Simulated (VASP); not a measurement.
# BiTe (R-3m) in VASP: a series of runs

One crystal, BiTe, is run at these levels: PBE; tasks: single point.

Program: VASP 6.6.1. These are calculated values, not measurements. Logs are shortened: lines on timing, memory, paths and dates and some standing lists are left out, and cuts for length are marked.

## Step 1: Starting point

It takes space group R-3m (No. 166, trigonal). Conventional cell: a = 4.845 Å, b = 4.845 Å, c = 9.952 Å, α = 90.00°, β = 90.00°, γ = 120.00°. Around Bi (site symmetry -3m) lie 6 Te at 3.25 Å. Te (site symmetry -3m) has 6 Bi at 3.25 Å as nearest neighbours.

The cell comes from a database or a generator and needn't be the stable form of this composition.

## Step 2: Single point, PBE

The input, INCAR:

```
PREC = Accurate
ENCUT = 450
EDIFF = 1E-7
ISMEAR = 0
SIGMA = 0.05
LREAL = F
LASPH = F
NELM = 100
ALGO = Normal
ISIF = 2
LWAVE = F
LCHARG = F
GGA = PE
NBANDS = 18
ADDGRID = F
```

The input, KPOINTS:

```
Automatic mesh
0
Gamma
  6 6 6
```

The input, POSCAR:

```
BiTe
1.0
    2.4227077728      1.3987509848      3.3172919545
   -2.4227077728      1.3987509848      3.3172919545
    0.0000000000     -2.7975019696      3.3172919545
Bi Te
1 1
Direct
    0.5120250000      0.5038480000      0.5048510000
   -0.0040940000     -0.0152210000     -0.0035880000
```

Potentials or basis: VASP PAW PBE potentials, release 64 (Bi_d, Te).

Run with:

```console
cat potpaw_PBE.64/Bi_d/POTCAR potpaw_PBE.64/Te/POTCAR > POTCAR
mpirun -np 1 vasp_std > vasp.out
```

OUTCAR:

```text
PREC = Accurate
   ENCUT = 450
   EDIFF = 1E-7
   ISMEAR = 0
   LREAL = F
   LASPH = F
   NELM = 100
   ISIF = 2
   GGA = PE

 Found    112 irreducible k-points:

 Following reciprocal coordinates:
            Coordinates               Weight
  0.000000  0.000000  0.000000      1.000000
  0.166667 -0.000000  0.000000      2.000000
 -0.000000  0.166667  0.000000      2.000000
  0.000000  0.000000  0.166667      2.000000
  0.333333 -0.000000  0.000000      2.000000
 -0.000000  0.333333  0.000000      2.000000
   k-points           NKPTS =    112   k-points in BZ     NKDIM =    112   number of bands    NBANDS=     18
   number of dos      NEDOS =    301   number of ions     NIONS =      2
   total plane-waves  NPLWV =  27000
   dimension x,y,z NGX =    30 NGY =   30 NGZ =   30
   dimension x,y,z NGXF=    60 NGYF=   60 NGZF=   60
   ions per type =               1   1
   NGX,Y,Z   is equivalent  to a cutoff of  11.49, 11.49, 11.49 a.u.
   NGXF,Y,Z  is equivalent  to a cutoff of  22.99, 22.99, 22.99 a.u.
 SYSTEM =  unknown system
   PREC   = accura    normal or accurate (medium, high low for compatibility)
   ISTART =      0    job   : 0-new  1-cont  2-samecut
   ICHARG =      2    charge: 1-file 2-atom 10-const
   ISPIN  =      1    spin polarized calculation?
   LNONCOLLINEAR =      F non collinear calculations
   LSORBIT =      F    spin-orbit coupling
   LASPH  =      F    aspherical Exc in radial PAW
   ENCUT  =  450.0 eV  33.07 Ry    5.75 a.u.   7.51  7.51  7.51*2*pi/ulx,y,z
   NELM   =    100;   NELMIN=  2; NELMDL= -5     # of ELM steps
   EDIFF  = 0.1E-06   stopping-criterion for ELM
[... 30 lines left out ...]
 non-spin polarized calculation
 Gauss-broadening in eV      SIGMA  =   0.05
  energy-cutoff  :      450.00
  volume of cell :       67.45
 maximum number of plane-waves:      1487
   NGX = 15   NGY = 15   NGZ = 15

 number of electron      21.0000002 magnetization

 Free energy of the ion-electron system (eV)
  ---------------------------------------------------
  ext. energy  EPLUGINS =         0.00000000
  ---------------------------------------------------
  free energy    TOTEN  =        -7.16810247 eV

  energy without entropy =       -7.16580621  energy(sigma->0) =       -7.16695434

 E-fermi :   6.6079     XC(G=0):  -9.4757

 val. band max:        6.6055667865   @ k =   0.5000  -0.1667  -0.3333
 cond. band min:       6.6117022244   @ k =   0.3333   0.3333   0.1667
 fundamental gap:      0.0061354378
 Fermi energy:         6.6079220615

 k-point     1 :       0.0000    0.0000    0.0000
  band No.  band energies     occupation
      1     -16.5552      2.00000
      2     -16.5549      2.00000
      3     -16.5418      2.00000
      4     -16.5416      2.00000
      5     -16.5273      2.00000
      6      -6.8262      2.00000
[... 10 lines left out ...]
     17      13.3366      0.00000
     18      13.5653      0.00000

 k-point     2 :       0.1667   -0.0000    0.0000
  band No.  band energies     occupation
      1     -16.5549      2.00000
      2     -16.5544      2.00000
      3     -16.5431      2.00000
      4     -16.5399      2.00000
      5     -16.5267      2.00000
      6      -6.5904      2.00000
[... 10 lines left out ...]
     17      14.1846      0.00000
     18      14.5983      0.00000

 k-point     3 :      -0.0000    0.1667    0.0000
  band No.  band energies     occupation
      1     -16.5549      2.00000
      2     -16.5545      2.00000
      3     -16.5430      2.00000
      4     -16.5400      2.00000
      5     -16.5267      2.00000
      6      -6.5908      2.00000
[... 10 lines left out ...]
     17      14.1871      0.00000
     18      14.6023      0.00000

 k-point     4 :       0.0000    0.0000    0.1667
  band No.  band energies     occupation
      1     -16.5550      2.00000
      2     -16.5543      2.00000
      3     -16.5430      2.00000
      4     -16.5399      2.00000
      5     -16.5268      2.00000
      6      -6.5899      2.00000
[... 10 lines left out ...]
     17      14.1791      0.00000
     18      14.5878      0.00000

 k-point     5 :       0.3333   -0.0000    0.0000
  band No.  band energies     occupation
      1     -16.5551      2.00000
      2     -16.5537      2.00000
      3     -16.5453      2.00000
      4     -16.5370      2.00000
      5     -16.5245      2.00000
      6      -5.9017      2.00000
[... 10 lines left out ...]
     17      15.4250      0.00000
     18      16.3580      0.00000

 k-point     6 :      -0.0000    0.3333    0.0000
  band No.  band energies     occupation
      1     -16.5552      2.00000
      2     -16.5537      2.00000
      3     -16.5453      2.00000
      4     -16.5371      2.00000
      5     -16.5243      2.00000
      6      -5.9038      2.00000
[... 10 lines left out ...]
     17      15.4325      0.00000
     18      16.3602      0.00000

 [... further k-points ...]
[... 5 lines left out ...]
  --------------------------------------------------------------------------------------
  -------------------------------------------------------------------------------------
  Total        0.0577944      0.1504715     -0.0429255      0.0160154      0.0146467     -0.0044024
  in kB        1.3728395      3.5742795     -1.0196473      0.3804268      0.3479153     -0.1045729
  external PRESSURE =       1.3091572 kB  Pullay stress =       0.0000000 kB

 VOLUME and BASIS-vectors are now :
 -----------------------------------------------------------------------------
  energy-cutoff  :      450.00
  volume of cell :       67.45
      direct lattice vectors                 reciprocal lattice vectors
     2.422707773  1.398750985  3.317291954     0.206380648  0.119153923  0.100483568
    -2.422707773  1.398750985  3.317291954    -0.206380648  0.119153923  0.100483568
     0.000000000 -2.797501970  3.317291954     0.000000000 -0.238307845  0.100483568

 POSITION                                       TOTAL-FORCE (eV/Angst)
 -----------------------------------------------------------------------------------
      0.01981      0.00863      5.04469         0.016512     -0.064086     -0.223432
      0.02696     -0.01698      9.87590        -0.016512      0.064086      0.223432
 -----------------------------------------------------------------------------------
    total drift:                               -0.000866     -0.000403      0.000200

  FREE ENERGIE OF THE ION-ELECTRON SYSTEM (eV)
  ---------------------------------------------------
  free  energy   TOTEN  =        -7.1681024678 eV

  energy  without entropy=       -7.1658062124  energy(sigma->0) =       -7.16695434
```

Wall time 64 s (1 thread of Intel Xeon 6975P-C (Granite Rapids), shared host); peak memory 0.24 GiB.

The run converged, but some of its settings lie outside the range that counts as converged, so its numbers aren't taken as properties of the crystal.

Results:

```yaml
Free_energy: -7.1681 eV
Pressure: 0.1 GPa
Largest_force: 0.233 eV/Å
Band_gap_on_the_k_mesh: none (metal or under the smearing width)
```

Caveat: spin-orbit coupling is left out, which moves the levels of the heavy elements.

## Step 3: Single point, PBE

The input, INCAR:

```
PREC = Normal
ENCUT = 450
EDIFF = 1E-4
ISMEAR = 0
SIGMA = 0.05
LREAL = Auto
LASPH = T
NELM = 100
ALGO = Normal
ISIF = 2
LWAVE = F
LCHARG = F
GGA = PE
NBANDS = 18
ADDGRID = F
```

KPOINTS is that of step 2.

The input, POSCAR:

```
BiTe
1.0
    2.4227077728      1.3987509848      3.3172919545
   -2.4227077728      1.3987509848      3.3172919545
    0.0000000000     -2.7975019696      3.3172919545
Bi Te
1 1
Direct
    0.5000000000      0.5000000000      0.5000000000
    0.0000000000      0.0000000000      0.0000000000
```

Potentials or basis: VASP PAW PBE potentials, release 64 (Bi_d, Te).

Run with:

```console
cat potpaw_PBE.64/Bi_d/POTCAR potpaw_PBE.64/Te/POTCAR > POTCAR
mpirun -np 1 vasp_std > vasp.out
```

Wall time 8.6 s (1 thread of Intel Xeon 6975P-C (Granite Rapids), shared host); peak memory 0.14 GiB.

The run converged, but some of its settings lie outside the range that counts as converged, so its numbers aren't taken as properties of the crystal.

What came out:

```yaml
Free_energy: -7.1865 eV
Pressure: 0.2 GPa
Band_gap_on_the_k_mesh: none (metal or under the smearing width)
```

Caveat: spin-orbit coupling is left out, which moves the levels of the heavy elements.
